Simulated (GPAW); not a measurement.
# Ge (Fd-3m) in GPAW: reference runs

Reference runs on Ge: the cell as given.

Program: GPAW 26.7.0. These are calculated values, not measurements. Logs are shortened: lines on timing, memory, paths and dates and some standing lists are left out, and cuts for length are marked. The log counts tension as positive stress, the text compression.

**Experimental background.**

From “Electronic and optical properties of SixGe1-x-ySny alloys lattice-matched to Ge”, 2021, arxiv:2109.02782, for a bulk crystal of Ge at 300 K: band gap 0.807 eV (direct).

The results are compared with them further down.

## Step 1: The crystal as given

It takes space group Fd-3m (No. 227, cubic). The conventional cell has a = 5.658 Å, b = 5.658 Å, c = 5.658 Å, α = 90.00°, β = 90.00°, γ = 90.00°. Around Ge (site symmetry -43m) lie 4 Ge at 2.45 Å.

## Step 2: Single point, PBE

The input, run.py:

```python
from ase import Atoms
from ase.dft.bandgap import bandgap
from ase.io import write
from ase.units import Bohr, GPa
from gpaw import GPAW, PW
from gpaw.elf import elf_from_dft_calculation

atoms = Atoms(['Ge', 'Ge'],
              cell=[[0.0, 2.82891, 2.82891],
                    [2.82891, 0.0, 2.82891],
                    [2.82891, 2.82891, 0.0]],
              scaled_positions=[[0.75, 0.75, 0.75],
                                [0.5, 0.5, 0.5]],
              pbc=True)

calc = GPAW(mode=PW(600),
            xc='PBE',
            kpts={'size': (8, 8, 8), 'gamma': True},
            occupations={'name': 'fermi-dirac', 'width': 0.05},
            nbands=11,
            convergence={'density': 1e-05, 'energy': 1e-05},
            maxiter=150,
            txt='gpaw.txt')
atoms.calc = calc
energy = atoms.get_potential_energy()
forces = atoms.get_forces()
stress = atoms.get_stress()
calc.write('gs.gpw')
write('result.traj', atoms)
print(f'Energy: {energy:.6f} eV')
print('Forces (eV/A):')
print(forces.round(4))
print('Stress (GPa):', (stress / GPa).round(3))
print('Fermi level:', round(calc.get_fermi_level(), 4), 'eV')
print(f'Gap: {bandgap(calc)[0]:.4f} eV, direct: {bandgap(calc, direct=True)[0]:.4f} eV')

# fields on the real-space grid
write('density.cube', atoms, data=calc.get_pseudo_density() * Bohr**3)
write('potential.cube', atoms, data=calc.get_electrostatic_potential())
write('elf.cube', atoms, data=elf_from_dft_calculation(calc).data)
```

Potentials or basis: GPAW PAW data sets (gpaw-data 1.2.1), pw.

Launch:

```console
$ OMP_NUM_THREADS=1 python run.py
```

gpaw.txt:

```text
__  _  _
 | _ |_)|_||  |
 |__||  | ||/\| - 26.7.0

Input parameters:
  mode=PW(ecut=600.0),
  convergence={'density': 1e-05, 'energy': 1e-05},
  kpts=MonkhorstPack(size=(8, 8, 8), gamma=True),
  maxiter=150,
  nbands=11,
  occupations=Occupations(name='fermi-dirac', width=0.05),
  xc=XC(name='PBE')

Diagonalizing LCAO Hamiltonian
Converting LCAO to pw mode

           Ge

       Ge

Atoms  # Å, Bohr magnetons
|   | symbol |        x |        y |        z |    initial magnetic moments |
|---|--------|----------|----------|----------|-----------------------------|
| 0 |     Ge | 4.243365 | 4.243365 | 4.243365 | ( 0.0000,  0.0000,  0.0000) |
| 1 |     Ge | 2.828910 | 2.828910 | 2.828910 | ( 0.0000,  0.0000,  0.0000) |

Unit cell  # Å
| periodic |        x |        y |        z |  lengths |    angles |
|----------|----------|----------|----------|----------|-----------|
|      yes | 0.000000 | 2.828910 | 2.828910 | 4.000683 | 60.000000 |
|      yes | 2.828910 | 0.000000 | 2.828910 | 4.000683 | 60.000000 |
|      yes | 2.828910 | 2.828910 | 0.000000 | 4.000683 | 60.000000 |

Number of symmetries: 24
Symmetry operations  # r_c * U_cc + t_c -> r_c
|    | kind |            matrix            |
|----|------|------------------------------|
|  0 |  E   |  1, 0, 0,  0, 1, 0,  0, 0, 1 |
|  1 |  σ   |  1, 0, 0,  0, 0, 1,  0, 1, 0 |
|  2 |  σ   |  1, 0,-1,  0, 1,-1,  0, 0,-1 |
|  3 |  C3  |  1, 0,-1,  0, 0,-1,  0, 1,-1 |
|  4 |  C3  |  1,-1, 0,  0,-1, 1,  0,-1, 0 |
|  5 |  σ   |  1,-1, 0,  0,-1, 0,  0,-1, 1 |
|  6 |  σ   |  0, 1, 0,  1, 0, 0,  0, 0, 1 |
|  7 |  C3  |  0, 1, 0,  0, 0, 1,  1, 0, 0 |
|  8 |  C2  |  0, 1,-1,  1, 0,-1,  0, 0,-1 |
|  9 |  S4  |  0, 1,-1,  0, 0,-1,  1, 0,-1 |
| 10 |  C3  |  0, 0, 1,  1, 0, 0,  0, 1, 0 |
| 11 |  σ   |  0, 0, 1,  0, 1, 0,  1, 0, 0 |
| 12 |  S4  |  0, 0,-1,  1, 0,-1,  0, 1,-1 |
| 13 |  C3  |  0, 0,-1,  0, 1,-1,  1, 0,-1 |
| 14 |  S4  |  0,-1, 1,  1,-1, 0,  0,-1, 0 |
| 15 |  C2  |  0,-1, 1,  0,-1, 0,  1,-1, 0 |
| 16 |  C3  |  0,-1, 0,  1,-1, 0,  0,-1, 1 |
| 17 |  S4  |  0,-1, 0,  0,-1, 1,  1,-1, 0 |
| 18 |  S4  | -1, 1, 0, -1, 0, 1, -1, 0, 0 |
| 19 |  C3  | -1, 1, 0, -1, 0, 0, -1, 0, 1 |
| 20 |  C3  | -1, 0, 1, -1, 1, 0, -1, 0, 0 |
| 21 |  S4  | -1, 0, 1, -1, 0, 0, -1, 1, 0 |
| 22 |  σ   | -1, 0, 0, -1, 1, 0, -1, 0, 1 |
| 23 |  C2  | -1, 0, 0, -1, 0, 1, -1, 1, 0 |

BZ-sampling:
  Number of BZ points: 512
  Number of IBZ points: 29

  Monkhorst-Pack size: [8, 8, 8]
  Monkhorst-Pack shift: [0.0625, 0.0625, 0.0625]

K-points  # in reciprocal-cell coordinates
|     |                                coordinates |     weight |
|-----|--------------------------------------------|------------|
|   0 | (  0.00000000,   0.00000000,   0.00000000) | 0.00195312 |
|   1 | (  0.12500000,   0.12500000,   0.00000000) | 0.01171875 |
|   2 | (  0.12500000,   0.12500000,   0.12500000) | 0.01562500 |
|   3 | (  0.25000000,   0.12500000,   0.12500000) | 0.02343750 |
|   4 | (  0.25000000,   0.25000000,   0.00000000) | 0.01171875 |
|   5 | (  0.25000000,   0.25000000,   0.12500000) | 0.04687500 |
|   6 | (  0.25000000,   0.25000000,   0.25000000) | 0.01562500 |
|   7 | (  0.37500000,   0.25000000,  -0.37500000) | 0.04687500 |
|   8 | (  0.37500000,   0.25000000,   0.12500000) | 0.04687500 |
|   9 | (  0.37500000,   0.25000000,   0.25000000) | 0.04687500 |
| ... |                                            |            |
|  28 | (  0.50000000,   0.50000000,   0.50000000) | 0.00781250 |

Plane wave coefficients: 1540
Cutoff: 600.0 eV

Spin-components: 1 (collinear spins)
Bands:           11
Projectors:      10
Spin-degeneracy: 2
Datatype:        complex128

Density:
  Valence electrons: 8.0
  Components: 1
  Grid points: [24 24 24]
  Charge: 0.0  # |e|

Potential:
  Grid points: [24 24 24]

species:
  Ge:
    name:    Germanium
    Z:       32.0
    valence: 4
    core:    28
    charge:  0.0  # [|e|]
    compensation charges:
      type: gauss
      rc: 0.32  # [Å]
      lmax: 2
    cutoffs:
      filter: 1.77  # [Å]
      core: 3.42  # [Å]
    projectors
    | kind |    occ | energy [eV] | rcut [Å] |
    |------|--------|-------------|----------|
    |   4s |  2.000 |     -11.726 |    1.005 |
    |   4p |  2.000 |      -3.896 |    1.005 |
    |    s |        |      15.485 |    1.005 |
    |    p |        |      23.315 |    1.005 |
    |    d |        |       0.000 |    1.005 |

    Using partial waves for Ge as LCAO basis

Reference energy: -114195.275705  # eV

eigensolver:
  PPCG
  Converge bands: occupied
  niter=2

density mixing:
  MSR1-Mixer
  Pratt-step length: 0.05
  Maximum mixing coefficient: 0.75
  Old densities: 10
  SVD Regularization: 0.005
  Good broyden scale: 1.0
  Trust region scale: 1.0
  Backstep threshold: 4.0
  History deletion threshold: 6.0
  Fourier metric: weight=20.0, sigma=0.015

occupation numbers:
  Fermi-Dirac:
    width: 0.0500  # eV

poisson solver:
  ecut: 4800.0  # eV

xc functional:
  name: PBE with 2 nearest neighbor stencil

convergence criteria:
- Maximum integral of absolute [dens]ity change: 1e-05 electrons / valence electron
- Maximum [total energy] change in last 3 cyles: 1e-05 eV / valence electron
- Maximum integral of absolute [eigenst]ate change: 4e-08 eV^2 / valence electron
maximum number of iterations: 150

SCF iterations
|iter     | |      energy | eigst |  dens |
|---------|-|-------------|-------|-------|
|iter:   1| |   -9.029696 | -0.45 |       |
|iter:   2| |   -9.026874 | -2.72 | -0.91 |
|iter:   3| |   -8.995466 | -2.68 | -0.93 |
|iter:   4| |   -8.995498 | -3.59 | -1.53 |
|iter:   5| |   -8.995591 | -5.23 | -2.48 |
|iter:   6| |   -8.995598 | -6.77 | -3.16 |
|iter:   7| |   -8.995599c| -7.89c| -3.75 |
|iter:   8| |   -8.995599c| -8.44c| -5.09c|

Converged in 8 steps
Energy contributions relative to reference atoms: (reference = -114195.275705)

Energy contributions:
  Kinetic:          26.187938
  Coulomb:         -23.369112
  Zero:              0.005492
  External:          0.000000
  Xc:              -11.819580
  Entropy:          -0.000673
  Spinorbit:         0.000000
  ----------------------------
  Free energy:      -8.995935
  Extrapolated:     -8.995599

dipole moment: (3.691372, 3.691372, 3.691372)  # |e|*Ang

Fermi level: 6.044
Eigenvalues  # (at kpt = [0.000, 0.000, 0.000])
| band index |      eig [eV] | occ [0-2] |
|------------|---------------|-----------|
|          0 |        -6.778 |     2.000 |
|          1 |         5.979 |     1.569 |
|          2 |         5.979 |     1.569 |
|          3 |         5.979 |     1.569 |
|          4 |         6.069 |     0.749 |
|          5 |         8.538 |     0.000 |
|          6 |         8.538 |     0.000 |
|          7 |         8.538 |     0.000 |
|          8 |        12.428 |     0.000 |
|          9 |        15.366 |     0.000 |
|         10 |        15.369 |     0.000 |

Gap: 0.090 eV
Transition (v -> c):
  (s=0, k=0, n=3, [0.00, 0.00, 0.00]) -> (s=0, k=0, n=4, [0.00, 0.00, 0.00])
No difference between direct/indirect transitions

Forces  # eV/Ang
|       x |        y |        z |
|---------|----------|----------|
| 0.00000 | -0.00000 | -0.00000 |  # Ge   0
| 0.00000 | -0.00000 | -0.00000 |  # Ge   1

Stress tensor  # eV/Ang^3
|         x |         y |         z |
|-----------|-----------|-----------|
| -0.024333 | -0.000000 | -0.000000 |
| -0.000000 | -0.024333 |  0.000000 |
| -0.000000 |  0.000000 | -0.024333 |

# Writing to gs.gpw (mode='')
```

Wall time 4.8 s (1 thread of AMD EPYC 9R45 (Zen 5), shared host); peak memory 0.15 GiB.

What came out:

| Item | Value |
| --- | --- |
| Free energy | -8.9959 eV |
| Pressure | 3.9 GPa |
| Band gap on the k mesh | 0.09 eV, direct |

Levels at points of the mesh, in eV from the valence-band top:
```csv
k point,band 1,band 2,band 3,band 4,band 5,band 6,band 7
"(0.00, 0.00, 0.00)",-12.76,0.00,0.00,0.00,0.09,2.56,2.56
"(0.50, 0.50, 0.00)",-8.88,-8.88,-3.07,-3.07,0.74,0.74,9.54
"(0.50, 0.50, 0.50)",-10.68,-7.59,-1.40,-1.40,0.20,3.75,3.75
```

## Step 3: How close it comes

Step 2. Measured gap of Ge: 0.807 eV (direct; 300 K; “Electronic and optical properties of SixGe1-x-ySny alloys lattice-matched to Ge”, 2021, arxiv:2109.02782). This calculation gives 0.09 eV (-0.72 eV). 3 values of this kind are on record (0.666 to 0.807 eV); this one was drawn at random among those near their median. Spin-orbit coupling on Ge is left out. The value is that of PBE on a finite k mesh, which can miss the band edges, without temperature or zero-point motion. Semilocal functionals fall short of measured gaps as a rule.
